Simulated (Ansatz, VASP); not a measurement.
LiF: VASP beside Ansatz

```xyz
2
Lattice="0.0000 2.0207 2.0207 2.0207 0.0000 2.0207 2.0207 2.0207 0.0000" Properties=species:S:1:pos:R:3 pbc="T T T"
Li    0.0000    0.0000    0.0000
F     2.0207    2.0207    2.0207
```

Change from the starting cell: volume scaled by 1.01.

Alike in both runs: task single point; functional PBE; k mesh 10 × 10 × 10; occupations fermi-dirac, width 0.03 eV; no spin polarisation.

|  | VASP | Ansatz |
| --- | --- | --- |
| version | VASP 6.6.1 | Ansatz 0.2.0 |
| potentials or method | VASP PAW PBE potentials, release 64 (Li_sv, F), cutoff 520 eV | all-electron LAPW, scalar-relativistic |

```csv
,VASP,Ansatz,Ansatz less VASP
gap on the k mesh at the Fermi level (eV),9.00,8.98,-0.020
```

Ansatz ran all-electron here, so the differences hold the error of VASP's frozen core and of both bases.

 A k mesh can miss the band edges.
